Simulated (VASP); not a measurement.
# InSe: restarted molecular dynamics, 2 variants

InSe, P6_3/mmc (no. 194), 8 atoms in the cell. PBE, molecular dynamics; PAW potentials In, Se (PBE set).

| Restart from | Temperature at the end (K) | The same without a restart (K) | Potential energy at the end (eV/atom) | The same without a restart (eV/atom) | Electronic steps in the first step after the restart | Time (s) |
|---|---|---|---|---|---|---|
| CONTCAR with velocities, WAVECAR read | 1769.0 | 1769.0 | -3.23488 | -3.23488 | 5 | 429 |
| CONTCAR with velocities, no WAVECAR | 1769.0 | 1769.0 | -3.23488 | -3.23488 | 15 | 382 |

Limits: 180 fs of 8 atoms are too short for converged averages; the cell is only 3.5 Å across, so each atom moves in step with near copies of itself.

## Input of the first row

INCAR.step1:
```
GGA      = PE             # functional
PREC     = Normal         # precision mode
ENCUT    = 210            # plane-wave cutoff, eV
EDIFF    = 1E-6           # SCF threshold, eV
NELMIN   = 4            
NELM     = 60             # most SCF steps
ALGO     = Normal         # electronic algorithm
LREAL    = Auto         
LASPH    = True           # aspherical terms in the spheres
ISMEAR   = 0              # smearing method
SIGMA    = 0.05           # smearing width, eV
ISYM     = 0            
LWAVE    = True           # write WAVECAR
LCHARG   = False          # write CHGCAR
IBRION   = 0              # ionic algorithm
NSW      = 30             # ionic steps
POTIM    = 3.0            # step
TEBEG    = 1600         
ISIF     = 2              # what is computed and relaxed
RANDOM_SEED= 131865 0 0   
MDALGO   = 1            
ANDERSEN_PROB= 0.0          
KPAR     = 2             
```

INCAR.step2, as INCAR.step1 but for:
```
- LWAVE = True
+ LWAVE = False
```

KPOINTS:
```
k-points
0
Gamma
  3 3 1
```

POSCAR.step1:
```
InSe
1.0
    4.0500000000      0.0000000000      0.0000000000
   -2.0250000000      3.5074028853      0.0000000000
    0.0000000000      0.0000000000     16.9300000000
In Se
4 4
Direct
    0.6666666667      0.3333333333      0.8430000000
    0.3333333333      0.6666666667      0.3430000000
    0.6666666667      0.3333333333      0.6570000000
    0.3333333333      0.6666666667      0.1570000000
    0.6666666667      0.3333333333      0.3980000000
    0.3333333333      0.6666666667      0.8980000000
    0.6666666667      0.3333333333      0.1020000000
    0.3333333333      0.6666666667      0.6020000000
```

Commands (each step's output is kept before the next begins):
```
cat potpaw_PBE.64/In/POTCAR potpaw_PBE.64/Se/POTCAR > POTCAR
cp INCAR.step1 INCAR
cp POSCAR.step1 POSCAR
mpirun -np 2 vasp_std > vasp.out
cp CONTCAR POSCAR
cp INCAR.step2 INCAR
mpirun -np 2 vasp_std > vasp.out
```

Changes of the last row against the first:
```
(step 1)
- LWAVE = True
+ LWAVE = False
```

VASP 6.6.1 took 429 s on 2 cores (Intel Xeon Platinum 8259CL @ 2.50GHz (Skylake/Cascade Lake)), a shared host.
